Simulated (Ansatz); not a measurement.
**Au, simple cubic: how the functional moves the structure**

All rows: Ansatz, plane waves with scalar-relativistic PAW, 420 eV (500 eV for the SCAN forms), relaxed under each functional, no dispersion correction, no zero-point motion. B₀ comes from uniform scaling at fixed shape; a dash is a value not given.

```tsv
functional	V (Å³/atom)	cell	B₀ (GPa)	magnetic state	ΔE to fcc (meV/atom)
PBE	20.75	a = 2.748 Å	106	spin not included	198
r²SCAN	20.12	a = 2.720 Å	123	spin not included	184
PBEsol	19.56	a = 2.694 Å	131	spin not included	274
LDA	18.98	a = 2.667 Å	147	spin not included	273
revPBE	21.25	a = 2.770 Å	95	spin not included	176
RPBE	21.46	a = 2.779 Å	90	spin not included	167
BLYP	22.33	a = 2.816 Å	82	spin not included	14
```

LDA gives the smallest volume and BLYP the largest.
